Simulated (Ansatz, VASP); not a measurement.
**F2CH2: VASP beside Ansatz**

Contents of INCAR:

```
SYSTEM = H2CF2
  PREC = Accurate
  ENCUT = 520
  EDIFF = 1E-6
  ISMEAR = 0
  SIGMA = 0.1
  LREAL = .FALSE.
  LASPH = .TRUE.
  NELM = 80
  ALGO = Normal
  ISIF = 2
  LWAVE = .FALSE.
  LCHARG = .FALSE.
  LDIPOL = .TRUE.
  IDIPOL = 3
  DIPOL = 0.5 0.5 0.666
  GGA = PE
  IVDW = 12
  NBANDS = 18
```

Contents of KPOINTS:

```
Automatic mesh
0
G
  3 4 1
  0 0 0
```

File POSCAR:

```
H2CF2
1.0
    6.3710095759      0.0000000000      0.0000000000
    0.0000000000      5.1100856935      0.0000000000
    0.0000000000      0.0000000000     26.1537321639
F C H
2 1 2
Direct
   -0.2419954390     -0.0405151505      0.7162022267
   -0.2477847739      0.1766630730      0.6423988558
   -0.2435269861     -0.0792617215      0.6650930877
   -0.3878935474     -0.1779276630      0.6525075959
   -0.0976104670     -0.1720578495      0.6518215611
```

Input for Ansatz:

```yaml
crystal:
  lattice:
    - [6.3710095759, 0.0, 0.0]
    - [0.0, 5.1100856935, 0.0]
    - [0.0, 0.0, 26.1537321639]
  atoms:
    - { symbol: F, position: [-0.241995439, -0.0405151505, 0.7162022267] }
    - { symbol: C, position: [-0.2435269861, -0.0792617215, 0.6650930877] }
    - { symbol: F, position: [-0.2477847739, 0.176663073, 0.6423988558] }
    - { symbol: H, position: [-0.3878935474, -0.177927663, 0.6525075959] }
    - { symbol: H, position: [-0.097610467, -0.1720578495, 0.6518215611] }
basis:
  ecutwfc: 420
kpoints:
  mp_grid: { grid: [3, 4, 1] }
hamiltonian:
  xc: pbe
  dispersion: d3bj
scf:
  occupations: { method: gaussian, width: 0.1 }
output:
  forces: true
  eigenvalues: true
  write_density: true
  volumetric_format: npy
efield:
  axis: 3
  dipole_correction: true
  ramp_width: 0.04
```

Alike in both runs: task single point; functional PBE; dispersion D3(BJ); k mesh 3 × 4 × 1; occupations gaussian, width 0.1 eV; no spin polarisation.

```csv
,VASP,Ansatz
version,VASP 6.6.1,Ansatz 0.2.0
potentials or method,"VASP PAW PBE potentials, release 64 (F, C, H)","scalar-relativistic, plane waves, PAW"
plane-wave cutoff (eV),520,420
valence electrons in the cell,20,20
```

```tsv
	VASP	Ansatz	Ansatz less VASP
gap on the k mesh at the Fermi level (eV)	7.08	7.08	-0.003
least direct gap on the mesh (eV)	7.08	7.08	-0.003
rms of the force components (eV/Å)	0.481	0.525	+0.0436
```

PBE gaps usually lie below the measured ones, often by a third to a half.
